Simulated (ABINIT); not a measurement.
# CdS (Greenockite) (P6_3mc) in ABINIT: settings compared

Aim: see how the results for CdS (Greenockite) move with the level of theory and the settings. Levels: PBE, LDA. Tasks: single point.

All numbers are computed with ABINIT 10.8.3 (patched build); they aren't measurements. Logs are shortened: lines on timing, memory, paths and dates and some standing lists are left out, and cuts for length are marked. The log counts tension as positive stress, the text compression.

**What was measured.**

From “Isotope dependence of band-gap energy”, 2008, arxiv:0807.2152, for a bulk crystal of CdS: band gap 2.5809 ± 0.0002 eV.

How close the calculation comes is told below.

### 1 The structure

Symmetry: P6_3mc, No. 186, hexagonal system. The conventional cell has a = 4.150 Å, b = 4.150 Å, c = 6.737 Å, α = 90.00°, β = 90.00°, γ = 120.00°. Around Cd (site symmetry 3m) lie 4 S at 2.53 to 2.54 Å. S (site symmetry 3m) is surrounded by 4 Cd at 2.53 to 2.54 Å.

### 2 Single point, PBE

Input file run.abi:

```
pp_dirpath "./"
pseudos "Cd.GGA_PBE-JTH.xml, S.GGA_PBE-JTH.xml"

acell 4.15 4.15 6.737 Angstrom
rprim
     1.0000000000     0.0000000000     0.0000000000
    -0.5000000000     0.8660254038     0.0000000000
     0.0000000000     0.0000000000     1.0000000000
ntypat 2
znucl 48 16
natom 4
typat 1 1 2 2
xred
     0.6666666667     0.3333333333     0.5000000000
     0.3333333333     0.6666666667     0.0000000000
     0.6666666667     0.3333333333     0.8750000000
     0.3333333333     0.6666666667     0.3750000000

ecut 544.227725 eV
pawecutdg 40.0

kptopt 1
ngkpt 9 9 5
nshiftk 1
shiftk 0.0 0.0 0.0

ixc 11

nband 22
occopt 3
tsmear 0.05 eV

nstep 100
tolvrs 1.0e-9

iomode 3
prtwf 0
prtden 0
prteig 0
prtebands 0
enunit 1
```

Potentials or basis: JTH PAW PBE v2.0.

Launch:

```console
$ abinit run.abi > log 2>&1
```

run.abo:

```text
.Version 10.8.3 of ABINIT
 Symmetries : space group P6_3 m c (#186); Bravais hP (primitive hexag.)
================================================================================
 Values of the parameters that define the memory need of the present run
     intxc =       0    ionmov =       0      iscf =      17    lmnmax =      18
     lnmax =       6     mgfft =      54  mpssoang =       3    mqgrid =    3625
     natom =       4  nloc_mem =       2    nspden =       1   nspinor =       1
    nsppol =       1      nsym =      12    n1xccc =       1    ntypat =       2
    occopt =       3   xclevel =       2
       mpw =        2919          nfft =       55296          nkpt =          36
 PAW method is used; the additional fine FFT grid is defined by:
   mgfftf=        75    nfftf =    172800
================================================================================
================================================================================

--------------------------------------------------------------------------------
------------- Echo of variables that govern the present computation ------------
--------------------------------------------------------------------------------
 -outvars: echo values of preprocessed input variables --------
            acell      7.8423634225E+00  7.8423634225E+00  1.2731084910E+01 Bohr
              amu      1.12411000E+02  3.20660000E+01
             ecut      2.00000000E+01 Hartree
           enunit           1
              ixc          11
         kptrlatt        9    0    0      0    9    0      0    0    5
          kptrlen      6.36554246E+01
            natom           4
            nband          22
            ngfft          32      32      54
          ngfftdg          48      48      75
             nkpt          36
            nstep         100
             nsym          12
           ntypat           2
           occopt           3
        pawecutdg      4.00000000E+01 Hartree
         pawxcdev           0
           prtden           0
        prtebands           0
           prteig           0
            prtwf           0
            rprim      1.0000000000E+00  0.0000000000E+00  0.0000000000E+00
                      -5.0000000000E-01  8.6602540380E-01  0.0000000000E+00
                       0.0000000000E+00  0.0000000000E+00  1.0000000000E+00
          spgroup         186
           tolvrs      1.00000000E-09
           tsmear      1.83746611E-03 Hartree
            typat      1  1  2  2
           useylm           1
           xangst      2.0750000000E+00  1.1980018086E+00  3.3685000000E+00
                       7.0616276948E-17  2.3960036172E+00  0.0000000000E+00
                       2.0750000000E+00  1.1980018086E+00  5.8948750000E+00
                       7.0616276948E-17  2.3960036172E+00  2.5263750000E+00
            xcart      3.9211817113E+00  2.2638953166E+00  6.3655424551E+00
                       1.3344542346E-16  4.5277906332E+00  0.0000000000E+00
                       3.9211817113E+00  2.2638953166E+00  1.1139699296E+01
                       1.3344542346E-16  4.5277906332E+00  4.7741568413E+00
             xred      6.6666666667E-01  3.3333333333E-01  5.0000000000E-01
                       3.3333333333E-01  6.6666666667E-01  0.0000000000E+00
                       6.6666666667E-01  3.3333333333E-01  8.7500000000E-01
                       3.3333333333E-01  6.6666666667E-01  3.7500000000E-01
            znucl       48.00000   16.00000

================================================================================

 chkinp: Checking input parameters for consistency.

================================================================================
== DATASET  1 ==================================================================

--- !DatasetInfo
iteration_state: {dtset: 1, }
dimensions: {natom: 4, nkpt: 36, mband: 22, nsppol: 1, nspinor: 1, nspden: 1, mpw: 2919, }
cutoff_energies: {ecut:  20.0, pawecutdg:  40.0, }
electrons: {nelect:   3.60000000E+01, charge:   0.00000000E+00, occopt:   3.00000000E+00, tsmear:   1.83746611E-03, }
meta: {optdriver: 0, ionmov: 0, optcell: 0, iscf: 17, paral_kgb: 0, }
...

 Exchange-correlation functional for the present dataset will be:
  GGA: Perdew-Burke-Ernzerhof functional - ixc=11
  J.P.Perdew, K.Burke, M.Ernzerhof, PRL 77, 3865 (1996)

 Real(R)+Recip(G) space primitive vectors, cartesian coordinates (Bohr,Bohr^-1):
 R(1)=  7.8423634  0.0000000  0.0000000  G(1)=  0.1275126  0.0736194  0.0000000
 R(2)= -3.9211817  6.7916859  0.0000000  G(2)=  0.0000000  0.1472388  0.0000000
 R(3)=  0.0000000  0.0000000 12.7310849  G(3)=  0.0000000  0.0000000  0.0785479
 Unit cell volume ucvol=  6.7809411E+02 bohr^3
 Angles (23,13,12)=  9.00000000E+01  9.00000000E+01  1.20000000E+02 degrees

 Coarse grid specifications (used for wave-functions):

 getcut: wavevector=  0.0000  0.0000  0.0000  ngfft=  32  32  54
         ecut(hartree)=     20.000   => boxcut(ratio)=   2.02686

 Fine grid specifications (used for densities):

 getcut: wavevector=  0.0000  0.0000  0.0000  ngfft=  48  48  75
         ecut(hartree)=     40.000   => boxcut(ratio)=   2.04160

--- Pseudopotential description ------------------------------------------------
- pspini: atom type   1  psp file is ./Cd.GGA_PBE-JTH.xml
 Pseudopotential format is: paw10
 basis_size (lnmax)=  6 (lmn_size= 18), orbitals=   0   0   1   1   2   2
 Spheres core radius: rc_sph= 2.50233826
 Shapefunction is BESSEL type: shapef(r,l)=aa(1,l)*jl(q(1,l)*r)+aa(2,l)*jl(q(2,l)*r)
 Radius for shape functions =  2.31074885
 Compensation charge density is not taken into account in XC energy/potential

- pspini: atom type   2  psp file is ./S.GGA_PBE-JTH.xml
 Pseudopotential format is: paw10
 basis_size (lnmax)=  4 (lmn_size=  8), orbitals=   0   0   1   1
 Spheres core radius: rc_sph= 1.90380259
 Shapefunction is SIN type: shapef(r)=[sin(pi*r/rshp)/(pi*r/rshp)]**2
 Radius for shape functions =  1.40128485
 Compensation charge density is not taken into account in XC energy/potential

   2.09295105E+03                                ecore*ucvol(ha*bohr**3)
--------------------------------------------------------------------------------

================================================================================

--- !BeginCycle
iteration_state: {dtset: 1, }
solver: {iscf: 17, nstep: 100, nline: 4, wfoptalg: 10, }
tolerances: {tolvrs: 1.00E-09, }
...

     iter   Etot(hartree)      deltaE(h)  residm     nres2
 ETOT  1  -115.65092133980    -1.157E+02 2.560E-01 6.596E+00
 ETOT  2  -115.84895450455    -1.980E-01 3.451E-02 1.367E+00
 ETOT  3  -115.84531084504     3.644E-03 8.585E-03 1.876E-01
 ETOT  4  -115.84592813737    -6.173E-04 6.137E-03 2.663E-02
 ETOT  5  -115.84628488934    -3.568E-04 4.185E-03 2.266E-03
 ETOT  6  -115.84636525845    -8.037E-05 2.493E-03 5.089E-04
 ETOT  7  -115.84639987274    -3.461E-05 7.246E-04 1.042E-04
 ETOT  8  -115.84640812371    -8.251E-06 6.142E-04 2.440E-05
 ETOT  9  -115.84641067816    -2.554E-06 2.177E-04 1.477E-05
 ETOT 10  -115.84641143243    -7.543E-07 2.031E-04 6.565E-07
 ETOT 11  -115.84641171717    -2.847E-07 2.448E-04 1.626E-06
 ETOT 12  -115.84641180639    -8.921E-08 1.111E-04 4.805E-08
 ETOT 13  -115.84641183937    -3.299E-08 2.995E-04 2.861E-07
 ETOT 14  -115.84641184999    -1.062E-08 3.484E-05 7.522E-09
 ETOT 15  -115.84641185412    -4.130E-09 1.111E-04 2.089E-08
 ETOT 16  -115.84641185555    -1.422E-09 1.864E-05 5.276E-10

 At SCF step   16       nres2   =  5.28E-10 < tolvrs=  1.00E-09 =>converged.

 Cartesian components of stress tensor (hartree/bohr^3)
  sigma(1 1)= -6.20139017E-05  sigma(3 2)=  0.00000000E+00
  sigma(2 2)= -6.20139019E-05  sigma(3 1)=  0.00000000E+00
  sigma(3 3)= -8.36810081E-05  sigma(2 1)=  0.00000000E+00

--- !ResultsGS
iteration_state: {dtset: 1, }
comment   : Summary of ground state results
lattice_vectors:
- [  7.8423634,   0.0000000,   0.0000000, ]
- [ -3.9211817,   6.7916859,   0.0000000, ]
- [  0.0000000,   0.0000000,  12.7310849, ]
lattice_lengths: [   7.84236,    7.84236,   12.73108, ]
lattice_angles: [ 90.000,  90.000, 120.000, ] # degrees, (23, 13, 12)
lattice_volume:   6.7809411E+02
convergence: {deltae: -1.422E-09, res2:  5.276E-10, residm:  1.864E-05, diffor: null, }
etotal    :  -1.15846412E+02
entropy   :   0.00000000E+00
fermie    :   1.50127721E-01
cartesian_stress_tensor: # hartree/bohr^3
- [ -6.20139017E-05,   0.00000000E+00,   0.00000000E+00, ]
- [  0.00000000E+00,  -6.20139019E-05,   0.00000000E+00, ]
- [  0.00000000E+00,   0.00000000E+00,  -8.36810081E-05, ]
pressure_GPa:   2.0370E+00
xred      :
- [  6.6667E-01,   3.3333E-01,   5.0000E-01, Cd]
- [  3.3333E-01,   6.6667E-01,   0.0000E+00, Cd]
- [  6.6667E-01,   3.3333E-01,   8.7500E-01,  S]
- [  3.3333E-01,   6.6667E-01,   3.7500E-01,  S]
cartesian_forces: # hartree/bohr
- [ -3.43346142E-28,  -1.98230987E-28,  -1.34189676E-03, ]
- [  4.80684598E-28,   2.77523382E-28,  -1.34189676E-03, ]
- [ -6.86692283E-29,  -3.96461975E-29,   1.34189676E-03, ]
- [ -6.86692283E-29,  -3.96461975E-29,   1.34189676E-03, ]
force_length_stats: {min:   1.34189676E-03, max:   1.34189676E-03, mean:   1.34189676E-03, }
...

 Integrated electronic density in atomic spheres:
 ------------------------------------------------
 Atom  Sphere_radius  Integrated_density
    1        2.50234         10.46255949
    2        2.50234         10.46041093
    3        1.90380          3.57492774
    4        1.90380          3.57598257

================================================================================

 ----iterations are completed or convergence reached----

 Mean square residual over all n,k,spin=   52.740E-09; max=  18.638E-06
 reduced coordinates (array xred) for    4 atoms
       0.666666666667      0.333333333333      0.500000000000
       0.333333333333      0.666666666667      0.000000000000
       0.666666666667      0.333333333333      0.875000000000
       0.333333333333      0.666666666667      0.375000000000
 rms dE/dt=  9.8638E-03; max dE/dt=  1.6922E-02; dE/dt below (all hartree)
    1       0.000000000000      0.000000000000      0.016922145372
    2      -0.000000000000      0.000000000000      0.016922145372
    3       0.000000000000      0.000000000000     -0.017245457925
    4       0.000000000000      0.000000000000     -0.017245457925

 cartesian coordinates (angstrom) at end:
    1      2.07500000000000     1.19800180859000     3.36850000000000
    2      0.00000000000000     2.39600361718000     0.00000000000000
    3      2.07500000000000     1.19800180859000     5.89487500000000
    4      0.00000000000000     2.39600361718000     2.52637500000000

 cartesian forces (hartree/bohr) at end:
    1     -0.00000000000000    -0.00000000000000    -0.00134189676439
    2      0.00000000000000     0.00000000000000    -0.00134189676439
    3     -0.00000000000000    -0.00000000000000     0.00134189676439
    4     -0.00000000000000    -0.00000000000000     0.00134189676439
 frms,max,avg= 7.7474446E-04 1.3418968E-03   0.000E+00  0.000E+00  1.270E-05 h/b

 cartesian forces (eV/Angstrom) at end:
    1     -0.00000000000000    -0.00000000000000    -0.06900310601149
    2      0.00000000000000     0.00000000000000    -0.06900310601149
    3     -0.00000000000000    -0.00000000000000     0.06900310601149
    4     -0.00000000000000    -0.00000000000000     0.06900310601149
 frms,max,avg= 3.9838962E-02 6.9003106E-02   0.000E+00  0.000E+00  6.529E-04 e/A
 length scales=  7.842363422517  7.842363422517 12.731084910241 bohr
              =  4.150000000000  4.150000000000  6.737000000000 angstroms
 Fermi (or HOMO) energy (eV) =   4.08518   Average Vxc (eV)=  -8.87146
 Eigenvalues (   eV  ) for nkpt=  36  k points:
 kpt#   1, nband= 22, wtk=  0.00247, kpt=  0.0000  0.0000  0.0000 (reduced coord)
  -8.84927   -8.41909   -4.21920   -4.19742   -4.19742   -4.11200   -4.11200   -3.80002
  -3.80002   -3.71060   -3.71060   -3.37565   -0.88223    2.69560    2.69560    3.41182
   3.45498    3.45498    4.63165    6.23082    9.90790    9.90790
 prteigrs : prtvol=0 or 1, do not print more k-points.

--- !EnergyTerms
iteration_state     : {dtset: 1, }
comment             : Components of total free energy in Hartree
kinetic             :  3.45662446908553E+01
hartree             :  2.88771800903728E+01
xc                  : -1.37902614808540E+01
Ewald energy        : -8.48816927458047E+01
psp_core            :  3.08652000500173E+00
local_psp           : -8.97929346612352E+01
PAW spherical_terms :  6.08853750472122E+00
internal            : -1.15846406596943E+02
'-kT*entropy'       : -4.36069950991662E-09
total_energy        : -1.15846406601304E+02
total_energy_eV     : -3.15234131523704E+03
...

--- !EnergyTermsDC
iteration_state     : {dtset: 1, }
comment             : '"Double-counting" decomposition of free energy'
band_energy         : -3.43390548788212E+00
Ewald energy        : -8.48816927458047E+01
psp_core            :  3.08652000500173E+00
xc_dc               : -2.73073949507833E+01
PAW spherical_terms : -3.30993867171687E+00
internal            : -1.15846411851185E+02
'-kT*entropy'       : -4.36069950991662E-09
total_energy_dc     : -1.15846411855546E+02
total_energy_dc_eV  : -3.15234145821226E+03
...

--- !EnergyTermsWithPAWCore
iteration_state     : {dtset: 1, }
comment             : 'Components of total free energy, including PAW core contributions'
Total energy        : -1.19878445108887E+04
Total energy DC     : -1.19878445161429E+04
Total energy (eV)   : -3.26205867242555E+05
Total energy DC (eV): -3.26205867385531E+05
...

 Cartesian components of stress tensor (hartree/bohr^3)
  sigma(1 1)= -6.20139017E-05  sigma(3 2)=  0.00000000E+00
  sigma(2 2)= -6.20139019E-05  sigma(3 1)=  0.00000000E+00
  sigma(3 3)= -8.36810081E-05  sigma(2 1)=  0.00000000E+00

-Cartesian components of stress tensor (GPa)         [Pressure=  2.0370E+00 GPa]
- sigma(1 1)= -1.82451198E+00  sigma(3 2)=  0.00000000E+00
- sigma(2 2)= -1.82451199E+00  sigma(3 1)=  0.00000000E+00
- sigma(3 3)= -2.46198026E+00  sigma(2 1)=  0.00000000E+00

== END DATASET(S) ==============================================================
================================================================================

 -outvars: echo values of variables after computation  --------
            acell      7.8423634225E+00  7.8423634225E+00  1.2731084910E+01 Bohr
           etotal     -1.1584641186E+02
            fcart     -3.4334614173E-28 -1.9823098735E-28 -1.3418967644E-03
                       4.8068459842E-28  2.7752338229E-28 -1.3418967644E-03
                      -6.8669228346E-29 -3.9646197470E-29  1.3418967644E-03
                      -6.8669228346E-29 -3.9646197470E-29  1.3418967644E-03
            rprim      1.0000000000E+00  0.0000000000E+00  0.0000000000E+00
                      -5.0000000000E-01  8.6602540380E-01  0.0000000000E+00
                       0.0000000000E+00  0.0000000000E+00  1.0000000000E+00
           strten     -6.2013901745E-05 -6.2013901907E-05 -8.3681008078E-05
                       0.0000000000E+00  0.0000000000E+00  0.0000000000E+00
           xangst      2.0750000000E+00  1.1980018086E+00  3.3685000000E+00
                       7.0616276948E-17  2.3960036172E+00  0.0000000000E+00
                       2.0750000000E+00  1.1980018086E+00  5.8948750000E+00
                       7.0616276948E-17  2.3960036172E+00  2.5263750000E+00
             xred      6.6666666667E-01  3.3333333333E-01  5.0000000000E-01
                       3.3333333333E-01  6.6666666667E-01  0.0000000000E+00
                       6.6666666667E-01  3.3333333333E-01  8.7500000000E-01
                       3.3333333333E-01  6.6666666667E-01  3.7500000000E-01
 Calculation completed.
```

Wall time 97 s (1 thread of Arm Neoverse V2, shared host); peak memory 0.2 GiB.

Results:

| Item | Value |
| --- | --- |
| Free energy | -3152.3415 eV |
| Largest force | 0.069 eV/Å |
| Band gap on the k mesh | 1.18 eV, direct |
| Valence electrons inside the program's atomic spheres | Cd 10.46; S 3.57, 3.58 |

Forces in eV/Å, atoms in the order of the input:
```
Cd   0.000  0.000 -0.069
Cd   0.000  0.000 -0.069
S    0.000  0.000  0.069
S    0.000  0.000  0.069
```

Caveat: the cutoff is too short for stress, so the log's stress isn't used.

(Part 1 of 2 ends here.)
